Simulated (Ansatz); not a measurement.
# Lattice dynamics of AlP (F-43m), part 2 of 2

Aim: the vibrations of AlP (F-43m), their spectra, and whether the structure is stable.

Ansatz 0.2.0; DFT PBE, scalar-relativistic, plane waves, PAW; PAW set soft_1.

So far. Step 5 (Relaxing to small forces for the phonons, k-mesh …): The forces vanish by symmetry and the pressure is 0.006 GPa, within the tolerances set. The cell now holds 20.88 Å³/atom. Step 6 (Linear response at the zone centre): Before it was imposed, the acoustic sum rule was missed by 2.8e-5 eV/Å² and the charge sum rule by 2.6e-4 e. Small misses are needed for a sound result but don't prove that mesh and cutoff are converged. The relaxed cell has a = 5.507 Å (conventional setting).

The database entry behind the starting cell differs from later determinations by our own check (0.1 to 0.3 % short, probably kX units), so it need not match the best structure at ambient conditions.

### Step 7. The dispersion (continued)

Second derivatives of the energy by pair, one row for each kind of neighbour of each atom listed. Each entry sums the pair over the periodic images of the supercell that the q mesh stands for, and in a polar crystal it holds the long-range dipole part too. Force constants by pair, by row:

| atom | neighbour | distance (Å) | third of the trace (eV/Å²) | along the pair's line (eV/Å²) |
| --- | --- | --- | --- | --- |
| Al1 | itself | 0 | 10.44 | – |
| Al1 | P | 2.385 | -2.517 | -5.946 |
| Al1 | Al | 3.894 | 0.0091 | -0.6437 |
| Al1 | P | 4.566 | -0.0119 | 0.1265 |
| Al1 | Al | 5.507 | -0.014 | -0.0789 |
| Al1 | P | 6.001 | 0.011 | 0.1722 |
| Al1 | Al | 6.745 | -0.034 | -0.096 |
| Al1 | P | 7.154 | 0.0057 | 0.0322 |
| Al1 | P | 7.154 | 0.0128 | 0.0374 |
| P2 | itself | 0 | 11.52 | – |
| P2 | Al | 2.385 | -2.517 | -5.946 |
| P2 | P | 3.894 | -0.1075 | -0.5991 |
| P2 | Al | 4.566 | -0.0119 | 0.1265 |
| P2 | P | 5.507 | 5.00e-4 | -0.0421 |
| P2 | Al | 6.001 | 0.011 | 0.1722 |
| P2 | P | 6.745 | -0.0069 | -0.0465 |
| P2 | Al | 7.154 | 0.0057 | 0.0322 |
| P2 | Al | 7.154 | 0.0128 | 0.0374 |

Harmonic thermodynamic functions per atom, from the density of states. Interpolated from a 4×4×4 q mesh. Thermodynamic functions, by row:

| T (K) | F_vib (meV/atom) | S (J/mol-atom/K) | C_V (J/mol-atom/K) |
| --- | --- | --- | --- |
| 0 | 55.15 | 0 | 0 |
| 50 | 55.02 | 1.053 | 2.84 |
| 100 | 53.57 | 4.784 | 8.543 |
| 200 | 44.01 | 13.64 | 17.01 |
| 300 | 25.74 | 21.34 | 20.74 |
| 400 | 0.28 | 27.57 | 22.41 |
| 500 | -31.02 | 32.67 | 23.27 |
| 600 | -67.16 | 36.96 | 23.76 |
| 700 | -107.4 | 40.65 | 24.06 |
| 800 | -151.2 | 43.87 | 24.26 |
| 900 | -198.2 | 46.74 | 24.4 |
| 1000 | -248 | 49.32 | 24.5 |

Harmonic mean-square displacement, third of the trace. Interpolated from a 4×4×4 q mesh. Mean square displacements, by row:

| T (K) | Al1 U_eq (Å²) | P2 U_eq (Å²) |
| --- | --- | --- |
| 0 | 0.00274 | 0.00242 |
| 100 | 0.00358 | 0.00318 |
| 300 | 0.00769 | 0.00687 |
| 600 | 0.01467 | 0.01312 |

Symmetry leaves 8 wavevectors to solve. The lowest mode among them, the acoustic zeros apart, lies at q = (0, 0, 0.25) and is real, 86.2 cm⁻¹.

### Step 8. The same by displaced supercells

Finite displacements in a 2×2×2 supercell give force constants from forces alone. They are exact at the wavevectors that the supercell holds, where they check the linear-response result.

input.yaml

```yaml
crystal:
  lattice:
    - [0.0, 2.75357855, 2.75357855]
    - [2.75357855, 0.0, 2.75357855]
    - [2.75357855, 2.75357855, 0.0]
  atoms:
    - { symbol: Al, position: [0.0, 0.0, 0.0] }
    - { symbol: P, position: [0.25, 0.25, 0.25] }
kpoints:
  mp_grid: { grid: [12, 12, 12] }
hamiltonian:
  xc: pbe
  pseudopotentials: { kind: paw, azcp: { folder: soft_1 } }
scf:
  occupations: { method: fixed }
output:
  eigenvalues: true
phonons:
  method: fd
  supercell: [2, 2, 2]
  temperatures: { t_max: 1000, t_step: 50 }
  qpath:
    path:
      - [[0.0, 0.0, 0.0], [-0.5, -0.5, 0.0], [-0.375, -0.375, 0.25]]
      - [[-0.375, 0.0, 0.375], [0.0, 0.0, 0.0], [0.0, 0.0, 0.5], [-0.5, -0.25, 0.25], [-0.5, -0.5, 0.0]]
    npoints: 10
  non_analytic_term:
    high_frequency_dielectric_tensor: [[8.1193, 0.0, 0.0], [0.0, 8.1193, 0.0], [0.0, 0.0, 8.1193]]
    born_effective_charges:
      - { species: Al, tensor: [[2.2447, 0.0, 0.0], [0.0, 2.2447, 0.0], [0.0, 0.0, 2.2447]] }
      - { species: P, tensor: [[-2.2447, 0.0, 0.0], [0.0, -2.2447, 0.0], [0.0, 0.0, -2.2447]] }
    source: "zone-centre run at this cell"
```

The run is started by

```
ansatz run input.yaml --threads 4 --pin off --max-ram 10240MiB --backend cpu --events-out ev --progress --plain --runs-dir out
```

Run time: 24 s. Hardware: 4 threads of Arm Neoverse V2, shared host; peak memory 1 GiB.

This step gave:

* atoms in the supercell: 16
* sum-rule residual before enforcement: 1.83e-4 eV/Å²

Interpolated from a 2×2×2 supercell, rough between the solved points, with the LO-TO term (at Γ the limit along the path; where Γ stands inside the path, tables give the limit on arrival). Phonon branches along the path, in cm⁻¹:

| point | branch 1 | branch 2 | branch 3 | branch 4 | branch 5 | branch 6 |
| --- | --- | --- | --- | --- | --- | --- |
| Γ | 0 | 0 | 0 | 426 | 426 | 482 |
| halfway | 100 | 100 | 216 | 412 | 412 | 459 |
| X | 145 | 145 | 346 | 397 | 397 | 403 |
| halfway | 143 | 168 | 340 | 381 | 398 | 413 |
| U | 136 | 209 | 324 | 363 | 402 | 421 |
| jump to K | 136 | 209 | 324 | 363 | 402 | 421 |
| halfway | 86 | 141 | 217 | 418 | 418 | 440 |
| Γ | 0 | 0 | 0 | 426 | 426 | 482 |
| halfway | 75 | 75 | 205 | 420 | 420 | 454 |
| L | 108 | 108 | 333 | 390 | 412 | 412 |
| halfway | 128 | 184 | 316 | 373 | 408 | 420 |
| W | 170 | 202 | 326 | 351 | 404 | 420 |
| halfway | 157 | 173 | 336 | 372 | 401 | 416 |
| X | 145 | 145 | 346 | 397 | 397 | 403 |

The phonon density of states has structure finer than the step of the table below, so its rows give means over 20 cm⁻¹, whole bins alone (the curve runs from 2.5 to 482 cm⁻¹). Peaks (cm⁻¹: height): 142.5: 0.023, 312.5: 0.0221, 422.5: 0.101.

Tetrahedra on a 20×20×20 mesh, mean over bins of 5 cm-1. Interpolated from a 2×2×2 supercell, rough between the solved points. Phonon density of states against wavenumber; means over each step:

wavenumber (cm⁻¹), phonon density of states (1/cm⁻¹/cell) and a bar:
```
       20      0.000 
       40      0.001 
       60      0.003 #
       80      0.006 ###
      100      0.014 ######
      120      0.022 #########
      140      0.022 #########
      160      0.013 #####
      180      0.010 ####
      200      0.012 #####
      220      0.005 ##
      240      0.003 #
      260      0.005 ##
      280      0.007 ###
      300      0.012 #####
      320      0.014 ######
      340      0.002 #
      360      0.007 ###
      380      0.014 ######
      400      0.042 #################
      420      0.073 ##############################
      440      0.008 ###
      460      0.005 ##
```

At Γ the two methods differ by at most 0.0 cm⁻¹.

### Step 9. Summary of results

| Property | Result |
| --- | --- |
| space group after relaxation (within 0.01 Å) | F-43m |
| volume per atom | 20.9 Å³ |
| gap on the k-mesh | 1.63 eV |
| highest optical mode at the zone centre (no LO-TO term) | 426 cm⁻¹ |
| top of the zone-centre spectrum with the field | 482 cm⁻¹ |
| lowest optical zone-centre mode | 426 cm⁻¹ |
| mean high-frequency dielectric constant | 8.12 |
| mean static dielectric constant | 10.4 |
| largest Born charge (third of the trace) | 2.24 e |
| lowest mode on the q mesh (acoustic modes at Γ apart) | 86.2 cm⁻¹ |
| highest frequency on the path or at a solved wavevector | 482 cm⁻¹ |
| zero-point energy per atom | 55.1 meV |
| heat capacity at 300 K | 20.7 J/(mol atoms K) |
| vibrational entropy at 300 K | 21.3 J/(mol atoms K) |
| Debye temperature (second moment) | 597 K |
| imaginary modes on the 4×4×4 q mesh | none |

In words: The structure is a minimum as far as tested: no mode is imaginary at the 8 irreducible wavevectors of the 4×4×4 mesh, and the softest away from the acoustic zeros lies at 86 cm⁻¹. Without the field, the optical modes at Γ form one degenerate level at 426 cm⁻¹. With the macroscopic field of the longitudinal modes the top of the zone-centre spectrum lies at 482 cm⁻¹, against 426 cm⁻¹ without it. Lattice motion raises the mean dielectric constant from 8.119 to 10.38. The strongest infrared line is at 426 cm⁻¹. Finite displacements and linear response differ by 0.0 cm⁻¹ in the highest zone-centre mode. The program warns that the interpolation holds no quadrupole term, so branches close to Γ can be off in this crystal. These are harmonic frequencies at zero temperature: anharmonic shifts, linewidths and thermal expansion are left out.

[Logs are printed without paths, hosts, clocks, repeated set-up lines and the standing remarks that a program may print on its own settings, such as how far it seeks lower states.]

[Hosts, paths, dates, database ids (printed as entryN), source tags and the programs' standing remarks are cut or masked in the printed files.]
